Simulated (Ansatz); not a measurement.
ZrO₂ (fluorite, Fm-3m), DFT-PBE in the program Ansatz with PAW potentials: ε∞ = 5.82, cell volume 33.47 Å³. Infrared-active transverse modes:

```
ω_TO (cm⁻¹)  oscillator strength S_xx (e²/amu)
-----------  ---------------------------------
219.6                                    1.394
```

Problem. Compute the static dielectric constant.

Solution. Each mode adds (4.921e7/V) S/ω²: 42.50. So ε0 = 48.3.

Problem. What LO frequency does the Lyddane–Sachs–Teller relation give?

Solution. ω_LO = ω_TO √(ε0/ε∞) = 633 cm⁻¹.

This is a known high-temperature phase of the composition, computed here at zero pressure and temperature. The cell was relaxed with PBE under the symmetry of its start. At this level the phase is dynamically unstable (imaginary phonons). No spin polarisation was allowed. Scalar-relativistic: spin–orbit coupling is off unless named, which matters more the heavier the elements.

Potentials: the later of the program's two PAW sets.
